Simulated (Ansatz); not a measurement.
Two Ansatz runs on Yb

The cell is COD entry 9010997, as deposited and not checked against the literature; nothing was relaxed. The listed cell was then made from it by scaling, straining or moving an atom.

First run: DFT, PBE, PAW with Ansatz's default frozen-core files, scalar-relativistic (Ansatz 0.2.0).

Command: `ansatz run input.yaml --threads 1 --pin off --max-ram 3072MiB --backend cpu --events-out ev --progress --plain --runs-dir out` The run took 7.9 s on 1 thread of Intel(R) Xeon(R) Platinum 8259CL CPU @ 2.50GHz (Skylake/Cascade Lake), with other jobs on the host, peak memory 0.4 GiB.

```yaml
crystal:
  lattice:
    - [0.0, 2.7791975606, 2.7791975606]
    - [2.7791975606, 0.0, 2.7791975606]
    - [2.7791975606, 2.7791975606, 0.0]
  atoms:
    - { symbol: Yb, position: [0.0, 0.0, 0.0] }
kpoints:
  mp_grid: { grid: [12, 12, 12] }
scf:
  occupations: { method: fermi_dirac, width: 0.05 }
hamiltonian:
  xc: pbe
  pseudopotentials: { kind: paw }
output:
  forces: true
  stress: true
  eigenvalues: true
  efg: { contact_densities: true }
```

Result: converged; pressure -2.52 GPa; no gap on the k mesh; 8 SCF iterations.

Where the f shell is localised, expect the real compound to differ from this run without U.

Spin–orbit coupling is left out, though it moves levels of the heavy atoms by tenths of an eV or more.

The input is then changed:

```diff
@@ -10,4 +10,6 @@
 scf:
   occupations: { method: fermi_dirac, width: 0.05 }
+  algorithm: direct_min
+  mixing: { algorithm: broyden, beta: 0.3, ndim: 16 }
 hamiltonian:
   xc: pbe
```

(1) What does the second run give?

Answers

(1) It converged; energy at zero smearing 0.0 meV/atom from the first run; pressure -2.52 GPa; no gap on the k mesh; 6 SCF iterations.
